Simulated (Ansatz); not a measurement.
# Bi: equation of state with LDA

The system is Bi.

```
Bi
1.0
     3.23838    0.00000    0.00000
     0.00000    3.22164    0.00000
    -0.08045    0.00000    6.44389
Bi
2
Direct
  0.54425 0.00000 0.74958
  0.45575 0.00000 0.25042
```

This isn't the form of Bi at room conditions, which is rhombohedral.

```
Program             : Ansatz 0.2.0
Task                : equation of state
Functional          : LDA
Potentials or basis : Ansatz PAW
Cutoff              : 420 eV
Density cutoff      : 1680 eV
k mesh              : 8 × 8 × 4
Occupations         : fermi-dirac, width 0.05 eV
Spin                : no spin polarisation
```

```json
{
  "Equilibrium volume": "32.54 Å³/atom",
  "Bulk modulus at fixed shape and positions": "57 GPa",
  "Pressure derivative of the bulk modulus": "4.7"
}
```

Energy against volume, from the lowest point:
```csv
volume (Å³/atom),energy (meV/atom)
31.597,4.74
32.270,0.00
32.942,0.48
33.614,5.61
34.286,14.87
34.959,27.79
35.631,43.96
```

All runs of the series together: 2.1 min on 2 threads of Intel(R) Xeon(R) Processor @ 2.50GHz (Skylake/Cascade Lake), on a shared host.

Caveat: the cell was scaled at fixed shape and fractional positions, which overstates the stiffness of a crystal with free parameters, most of all of layers and chains.
